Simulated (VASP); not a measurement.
# InAs (F-43m) in VASP: notebook

The runs below take InAs through single point, relaxation of cell and atoms, with PBE, PBEsol.

All numbers are computed with VASP 6.6.1; they aren't measurements. Logs are shortened: lines on timing, memory, paths and dates and some standing lists are left out, and cuts for length are marked.

**The experiment to reproduce.**

From a printed reference work, data compilation, for a bulk crystal of InAs at 4.2 K: band gap 0.418 eV (direct).

The results are compared with them further down.

## 1. Starting point

It takes space group F-43m (No. 216, cubic). Conventional cell: a = 6.189 Å, b = 6.189 Å, c = 6.189 Å, α = 90.00°, β = 90.00°, γ = 90.00°. In (site symmetry -43m) is surrounded by 4 As at 2.68 Å. Around As (site symmetry -43m) lie 4 In at 2.68 Å.

## 2. Single point, PBE

File INCAR:

```
PREC = Accurate
ENCUT = 520
EDIFF = 1E-6
ISMEAR = -1
SIGMA = 0.02
LREAL = F
LASPH = T
NELM = 100
ALGO = Normal
ISIF = 2
LWAVE = F
LCHARG = T
GGA = PE
LELF = T
LVHAR = T
NBANDS = 16
```

File KPOINTS:

```
Automatic mesh
0
Gamma
  6 6 6
```

File POSCAR:

```
InAs
1.0
    0.0000000000      3.0944669371      3.0944669371
    3.0944669371      0.0000000000      3.0944669371
    3.0944669371      3.0944669371      0.0000000000
In As
1 1
Direct
    0.0000000000      0.0000000000      0.0000000000
    0.2500000000      0.2500000000      0.2500000000
```

Potentials or basis: VASP PAW PBE potentials, release 64 (In_d, As).

Launch:

```console
$ cat potpaw_PBE.64/In_d/POTCAR potpaw_PBE.64/As/POTCAR > POTCAR
$ mpirun -np 1 vasp_std > vasp.out
```

OUTCAR:

```text
PREC = Accurate
   ENCUT = 520
   EDIFF = 1E-6
   ISMEAR = -1
   LREAL = F
   LASPH = T
   NELM = 100
   ISIF = 2
   GGA = PE

 ion  position               nearest neighbor table
   1  0.000  0.000  0.000-   2 2.68   2 2.68   2 2.68   2 2.68
   2  0.250  0.250  0.250-   1 2.68   1 2.68   1 2.68   1 2.68

  LATTYP: Found a face centered cubic cell.
 ALAT       =     6.1889338742

  Lattice vectors:

 A1 = (   0.0000000000,   3.0944669371,   3.0944669371)
 A2 = (   3.0944669371,   0.0000000000,   3.0944669371)
 A3 = (   3.0944669371,   3.0944669371,   0.0000000000)

Analysis of symmetry for initial positions (statically):
=====================================================================
 Subroutine PRICEL returns:
 Original cell was already a primitive cell.

 Routine SETGRP: Setting up the symmetry group for a
 face centered cubic supercell.

 Subroutine GETGRP returns: Found 24 space group operations
 (whereof 24 operations were pure point group operations)
 out of a pool of 48 trial point group operations.

The static configuration has the point symmetry T_d .

Analysis of symmetry for dynamics (positions and initial velocities):
=====================================================================
 Subroutine PRICEL returns:
 Original cell was already a primitive cell.

 Routine SETGRP: Setting up the symmetry group for a
 face centered cubic supercell.

 Subroutine GETGRP returns: Found 24 space group operations
 (whereof 24 operations were pure point group operations)
 out of a pool of 48 trial point group operations.

The dynamic configuration has the point symmetry T_d .

 Subroutine INISYM returns: Found 24 space group operations
 (whereof 24 operations are pure point group operations),
 and found     1 'primitive' translations

----------------------------------------------------------------------------------------

                                     Primitive cell

  volume of cell :      59.2635

  direct lattice vectors                    reciprocal lattice vectors
     0.000000000  3.094466937  3.094466937    -0.161578718  0.161578718  0.161578718
     3.094466937  0.000000000  3.094466937     0.161578718 -0.161578718  0.161578718
     3.094466937  3.094466937  0.000000000     0.161578718  0.161578718 -0.161578718

  length of vectors
     4.376237111  4.376237111  4.376237111     0.279862549  0.279862549  0.279862549

  position of ions in fractional coordinates (direct lattice)
     0.000000000  0.000000000  0.000000000
     0.250000000  0.250000000  0.250000000

  ion indices of the primitive-cell ions
   primitive index   ion index
                 1           1
                 2           2

----------------------------------------------------------------------------------------

 KPOINTS: Automatic mesh

Automatic generation of k-mesh.
 Grid dimensions read from file:
 generate k-points for:    6    6    6

 Generating k-lattice:

  Cartesian coordinates                     Fractional coordinates (reciprocal lattice)
    -0.026929786  0.026929786  0.026929786     0.166666667  0.000000000  0.000000000
     0.026929786 -0.026929786  0.026929786     0.000000000  0.166666667  0.000000000
     0.026929786  0.026929786 -0.026929786     0.000000000  0.000000000  0.166666667

  Length of vectors
     0.046643758  0.046643758  0.046643758

  Shift w.r.t. Gamma in fractional coordinates (k-lattice)
     0.000000000  0.000000000  0.000000000

 Subroutine IBZKPT returns following result:
 ===========================================

 Found     16 irreducible k-points:

 Following reciprocal coordinates:
            Coordinates               Weight
  0.000000  0.000000  0.000000      1.000000
  0.166667  0.000000  0.000000      8.000000
  0.333333  0.000000  0.000000      8.000000
  0.500000  0.000000  0.000000      4.000000
  0.166667  0.166667  0.000000      6.000000
  0.333333  0.166667  0.000000     24.000000
[... 8 lines left out ...]
 -0.333333  0.333333  0.166667     24.000000
 -0.333333  0.500000  0.166667     12.000000
   k-points           NKPTS =     16   k-points in BZ     NKDIM =     16   number of bands    NBANDS=     16
   number of dos      NEDOS =    301   number of ions     NIONS =      2
   total plane-waves  NPLWV =  46656
   dimension x,y,z NGX =    36 NGY =   36 NGZ =   36
   dimension x,y,z NGXF=    72 NGYF=   72 NGZF=   72
   ions per type =               1   1
   NGX,Y,Z   is equivalent  to a cutoff of  13.68, 13.68, 13.68 a.u.
   NGXF,Y,Z  is equivalent  to a cutoff of  27.35, 27.35, 27.35 a.u.
 SYSTEM =  unknown system
   PREC   = accura    normal or accurate (medium, high low for compatibility)
   ISTART =      0    job   : 0-new  1-cont  2-samecut
   ICHARG =      2    charge: 1-file 2-atom 10-const
   ISPIN  =      1    spin polarized calculation?
   LNONCOLLINEAR =      F non collinear calculations
   LSORBIT =      F    spin-orbit coupling
   LASPH  =      T    aspherical Exc in radial PAW
   ENCUT  =  520.0 eV  38.22 Ry    6.18 a.u.   8.14  8.14  8.14*2*pi/ulx,y,z
   NELM   =    100;   NELMIN=  2; NELMDL= -5     # of ELM steps
   EDIFF  = 0.1E-05   stopping-criterion for ELM
   LREAL  =      F    real-space projection
   EDIFFG = 0.1E-04   stopping-criterion for IOM
   NSW    =      0    number of steps for IOM
   IBRION =     -1    ionic relax: 0-MD 1-quasi-New 2-CG
   NFREE  =      0    steps in history (QN), initial steepest desc. (CG)
   ISIF   =      2    stress and relaxation
   ISYM   =      2    0-nonsym 1-usesym 2-fastsym
   POTIM  = 0.5000    time-step for ionic-motion
   TEBEG  =    0.0;   TEEND  =   0.0 temperature during run
   PSTRESS=    0.0 pullay stress
   NELECT =      18.0000    total number of electrons
   NUPDOWN=      -1.0000    fix difference up-down
   EMIN   =  10.00;   EMAX   =-10.00  energy-range for DOS
   EFERMI =   0.00;   METHOD = LEGACY
   ISMEAR =    -1;   SIGMA  =   0.02  broadening in eV -4-tet -1-fermi 0-gaus
   EFERMI_NEDOS =   21; number of points for ismear=-14 and -15
   IALGO  =     38    algorithm
   IMIX   =      4    mixing-type and parameters
     AMIX     =   0.40;   BMIX     =  1.00
     AMIX_MAG =   1.60;   BMIX_MAG =  1.00
  volume/ion in A,a.u.               =      29.63       199.97
  Fermi-wavevector in a.u.,A,eV,Ry     =   1.100449  2.079547 16.476484  1.210987
  Thomas-Fermi vector in A             =   2.236860
   LORBIT       =      0    0 simple, 1 ext, 2 COOP (PROOUT), +10 PAW based schemes
   GGA     = PE    functional components
   LHFCALC =     F    Hartree Fock is set to
   AEXX    =    0.0000 exact exchange contribution
   IVDW    =     0    specifies the selected vdW correction
   LEPSILON=     F    determine dielectric tensor
   LRPA    =     F    only Hartree local field effects (RPA)
 non-spin polarized calculation
  energy-cutoff  :      520.00
  volume of cell :       59.26
 maximum number of plane-waves:      1639
 NGX is ok and might be reduce to    36
   NGX = 17   NGY = 17   NGZ = 17

 number of electron      17.9999997 magnetization

 Free energy of the ion-electron system (eV)
  ---------------------------------------------------
  ext. energy  EPLUGINS =         0.00000000
  ---------------------------------------------------
  free energy    TOTEN  =        -7.70253443 eV

  energy without entropy =       -7.70218079  energy(sigma->0) =       -7.70235761

 E-fermi :   3.8512     XC(G=0):  -8.7879

 val. band max:        3.8373662818   @ k =   0.0000   0.0000   0.0000
 cond. band min:       4.6433655108   @ k =   0.5000   0.0000   0.0000
 fundamental gap:      0.8059992290
 Fermi energy:         3.8512293389

 k-point     1 :       0.0000    0.0000    0.0000
  band No.  band energies     occupation
      1     -10.4359      2.00000
      2     -10.4359      2.00000
      3     -10.4359      2.00000
      4     -10.3369      2.00000
      5     -10.3369      2.00000
      6      -7.5971      2.00000
[... 8 lines left out ...]
     15      13.3349      0.00000
     16      13.3349      0.00000

 k-point     2 :       0.1667    0.0000    0.0000
  band No.  band energies     occupation
      1     -10.4603      2.00000
      2     -10.4283      2.00000
      3     -10.4283      2.00000
      4     -10.3367      2.00000
      5     -10.3367      2.00000
      6      -7.3494      2.00000
[... 8 lines left out ...]
     15      12.3400      0.00000
     16      12.3400      0.00000

 k-point     3 :       0.3333    0.0000    0.0000
  band No.  band energies     occupation
      1     -10.5061      2.00000
      2     -10.4158      2.00000
      3     -10.4158      2.00000
      4     -10.3337      2.00000
      5     -10.3337      2.00000
      6      -6.7399      2.00000
[... 8 lines left out ...]
     15      12.7630      0.00000
     16      12.7630      0.00000

 k-point     4 :       0.5000    0.0000    0.0000
  band No.  band energies     occupation
      1     -10.5277      2.00000
      2     -10.4112      2.00000
      3     -10.4112      2.00000
      4     -10.3304      2.00000
      5     -10.3304      2.00000
      6      -6.3322      2.00000
[... 8 lines left out ...]
     15      14.3264      0.00000
     16      14.3264      0.00000
[... 172 lines left out ...]
 k-point    14 :       0.5000    0.3333    0.1667
  band No.  band energies     occupation
      1     -10.5394      2.00000
      2     -10.4016      2.00000
      3     -10.3918      2.00000
      4     -10.3478      2.00000
      5     -10.3277      2.00000
      6      -6.2802      2.00000
[... 8 lines left out ...]
     15      14.1064      0.00000
     16      15.3829      0.00000

 k-point    15 :      -0.3333    0.3333    0.1667
  band No.  band energies     occupation
      1     -10.5491      2.00000
      2     -10.4012      2.00000
      3     -10.3853      2.00000
      4     -10.3448      2.00000
      5     -10.3305      2.00000
      6      -5.9713      2.00000
[... 8 lines left out ...]
     15      14.3855      0.00000
     16      15.2097      0.00000

 k-point    16 :      -0.3333    0.5000    0.1667
  band No.  band energies     occupation
      1     -10.5625      2.00000
      2     -10.3909      2.00000
      3     -10.3768      2.00000
      4     -10.3533      2.00000
      5     -10.3260      2.00000
      6      -5.8356      2.00000
[... 8 lines left out ...]
     15      15.0693      0.00000
     16      15.3590      0.00000

------------------------ aborting loop because EDIFF is reached ----------------------------------------

  FORCE on cell =-STRESS in cart. coord.  units (eV):
  Direction    XX          YY          ZZ          XY          YZ          ZX
  --------------------------------------------------------------------------------------
  -------------------------------------------------------------------------------------
  Total        0.0165753      0.0165753      0.0165753      0.0000000     -0.0000000      0.0000000
  in kB        0.4481104      0.4481104      0.4481104      0.0000000     -0.0000000      0.0000000
  external PRESSURE =       0.4481104 kB  Pullay stress =       0.0000000 kB

 VOLUME and BASIS-vectors are now :
 -----------------------------------------------------------------------------
  energy-cutoff  :      520.00
  volume of cell :       59.26
      direct lattice vectors                 reciprocal lattice vectors
     0.000000000  3.094466937  3.094466937    -0.161578718  0.161578718  0.161578718
     3.094466937  0.000000000  3.094466937     0.161578718 -0.161578718  0.161578718
     3.094466937  3.094466937  0.000000000     0.161578718  0.161578718 -0.161578718

 POSITION                                       TOTAL-FORCE (eV/Angst)
 -----------------------------------------------------------------------------------
      0.00000      0.00000      0.00000        -0.000000      0.000000      0.000000
      1.54723      1.54723      1.54723         0.000000     -0.000000     -0.000000
 -----------------------------------------------------------------------------------
    total drift:                               -0.000000     -0.000000     -0.000000

  FREE ENERGIE OF THE ION-ELECTRON SYSTEM (eV)
  ---------------------------------------------------
  free  energy   TOTEN  =        -7.7025344312 eV

  energy  without entropy=       -7.7021807932  energy(sigma->0) =       -7.70235761
```

It took 24 s on 1 thread of Intel Xeon Platinum 8488C (Sapphire Rapids), shared host; peak memory 0.2 GiB.

What came out:

- Free energy: -7.7025 eV
- Pressure: 0.0 GPa
- Band gap on the k mesh: none (metal or under the smearing width)

Levels at points of the mesh, in eV from the Fermi level:
| k point | band 7 | band 8 | band 9 | band 10 | band 11 | band 12 |
| --- | --- | --- | --- | --- | --- | --- |
| (0.00, 0.00, 0.00) | -0.56 | -0.01 | -0.01 | -0.01 | 3.85 | 3.85 |
| (0.50, 0.00, 0.00) | -5.45 | -0.91 | -0.91 | 0.79 | 4.61 | 4.61 |
| (0.50, 0.50, 0.00) | -5.57 | -2.11 | -2.11 | 1.64 | 2.02 | 8.74 |

Caveat: this crystal is a semiconductor, whose small gap the functional closes, so the metal is an error of the method.

(Part 1 of 3 ends here.)
